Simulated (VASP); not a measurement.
Here is a VASP 6.6.1 calculation.

INCAR

```
SYSTEM = HgTe
ALGO = Normal ; EDIFF = 1E-7
EDIFFG = -0.005 ; ENCUT = 600
IBRION = 2 ; ISIF = 3
ISMEAR = 0 ; LASPH = .True.
LCHARG = .False. ; LMIXTAU = .True.
LREAL = .False. ; LWAVE = .False.
METAGGA = R2SCAN ; NELM = 80
NSW = 90 ; PREC = Accurate
SIGMA = 0.03
```

KPOINTS

```
k-points
0
Gamma
  10 10 10
  0 0 0
```

The input POSCAR:

```
HgTe                                    
1.0
   -0.0000000000      3.2883500008      3.2883500008
    3.2883500008     -0.0000000000      3.2883500008
    3.2883500008      3.2883500008      0.0000000000
  Hg              Te            
     1     1
Direct
     0.0000000000000000    0.0000000000000000    0.0000000000000000
     0.2500000000000000    0.2500000000000000    0.2500000000000000
```

Potentials or basis: VASP PAW PBE potentials, release 64 (Hg, Te).

Command:

```sh
$ cat potpaw_PBE.64/Hg/POTCAR potpaw_PBE.64/Te/POTCAR > POTCAR
$ mpirun -np 1 vasp_std > vasp.out
```

Question: What does it give for the band gap on the k mesh?

Answer: None (metal or under the smearing width).

Final structure:
```
Hg Te
1.0
     0.00000    3.28835    3.28835
     3.28835    0.00000    3.28835
     3.28835    3.28835    0.00000
Hg Te
1 1
Direct
  0.00000 0.00000 0.00000
  0.25000 0.25000 0.25000
```

Caveat: the relaxation stopped at its first step, so nothing moved. Spin-orbit coupling is left out, which matters for the levels of Hg, Te.
